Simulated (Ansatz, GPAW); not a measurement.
Given: the input of a run of GPAW 26.7.0 (ASE script) on Si. 

run.py

```python
from ase import Atoms
from ase.dft.bandgap import bandgap
from ase.io import write
from ase.units import GPa
from gpaw import GPAW, PW

atoms = Atoms(['Si', 'Si'],
              cell=[[-0.057353, 2.724962, 2.664397],
                    [2.685267, -0.076102, 2.683147],
                    [2.664614, 2.723059, -0.055449]],
              scaled_positions=[[0.5, 0.5, 0.5],
                                [0.75, 0.75, 0.75]],
              pbc=True)

calc = GPAW(mode=PW(600),
            xc='LDA',
            kpts={'size': (8, 8, 8), 'gamma': True},
            occupations={'name': 'methfessel-paxton', 'order': 0, 'width': 0.01},
            nbands=11,
            convergence={'density': 1e-05, 'energy': 1e-05},
            maxiter=150,
            txt='gpaw.txt')
atoms.calc = calc
energy = atoms.get_potential_energy()
forces = atoms.get_forces()
stress = atoms.get_stress()
calc.write('gs.gpw')
write('result.traj', atoms)
print(f'Energy: {energy:.6f} eV')
print('Forces (eV/A):')
print(forces.round(4))
print('Stress (GPa):', (stress / GPa).round(3))
print('Fermi level:', round(calc.get_fermi_level(), 4), 'eV')
print(f'Gap: {bandgap(calc)[0]:.4f} eV, direct: {bandgap(calc, direct=True)[0]:.4f} eV')
```

Potentials or basis: the program's PAW data sets (release 1.2.1) made for this functional, pw.

Command:

```sh
$ OMP_NUM_THREADS=1 python run.py
```

Question: Translate it to Ansatz 0.2.0. Potentials or basis there: Ansatz PAW, cutoff 420 eV.

Answer: As run (cutoffs and basis follow the program's own potentials, and thresholds, step limits or extra output files can differ):

input.yaml

```yaml
crystal:
  lattice:
    - [-0.057353, 2.724962, 2.664397]
    - [2.685267, -0.076102, 2.683147]
    - [2.664614, 2.723059, -0.055449]
  atoms:
    - { symbol: Si, position: [0.5, 0.5, 0.5] }
    - { symbol: Si, position: [0.75, 0.75, 0.75] }
hamiltonian:
  xc: lda
  pseudopotentials: { kind: paw }
kpoints:
  mp_grid: { grid: [8, 8, 8] }
scf:
  occupations: { method: gaussian, width: 0.01 }
output:
  forces: true
  stress: true
  eigenvalues: true
```

Potentials or basis: Ansatz PAW.

Launch:

```bash
$ ansatz run input.yaml --threads 1 --pin off --max-ram 3584MiB --backend cpu --events-out ev --progress --plain --runs-dir out
```

Both were run:

|  | GPAW | Ansatz |
| --- | --- | --- |
| Pressure | -1.7 GPa | -2.0 GPa |
| Largest force | 0.419 eV/Å | 0.413 eV/Å |

Ansatz's pressure holds a Pulay term of +0.04 GPa for its cutoff of 420 eV, which the other run lacks.

Ansatz's potentials were made for PBE.

Where Ansatz's input types no cutoff or centring, it takes its own default and a Γ-centred mesh.

The two programs' LDA may be different fits to the electron gas.

Pressure is positive in compression.
